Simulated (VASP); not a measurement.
Here is a VASP 6.6.1 calculation.

INCAR

```
SYSTEM = BN
PREC = Accurate
ENCUT = 520
EDIFF = 1E-6
ISMEAR = 0
SIGMA = 0.05
LREAL = .FALSE.
LASPH = .TRUE.
NELM = 100
ALGO = Normal
ISIF = 2
LWAVE = .FALSE.
LCHARG = .FALSE.
GGA = PE
NBANDS = 16
```

Contents of KPOINTS:

```
Automatic mesh
0
G
  12 12 6
  0 0 0
```

The input POSCAR:

```
BN
1.0
    2.4652096632      0.0000000000      0.0000000000
   -1.2326048316      2.1349341940      0.0000000000
    0.0000000000      0.0000000000      4.5202679222
B N
2 2
Direct
    0.6483833494      0.3333333333      0.9998064453
    0.3516166506      0.6666666667      0.4998064453
    0.6862390384      0.3333333333      0.6251935547
    0.3137609616      0.6666666667      0.1251935547
```

Potentials or basis: VASP PAW PBE potentials, release 64 (B, N).

The run is started by

```bash
$ cat potpaw_PBE.64/B/POTCAR potpaw_PBE.64/N/POTCAR > POTCAR
$ mpirun -np 1 vasp_std > vasp.out
```

(1) What does it give for the band gap on the k mesh?

(2) Predict the largest force.

(3) What does it give for the pressure?

Results:

(1) 4.74 eV, indirect (least direct gap 5.17 eV).

(2) 0.655 eV/Å.

(3) 6.4 GPa.
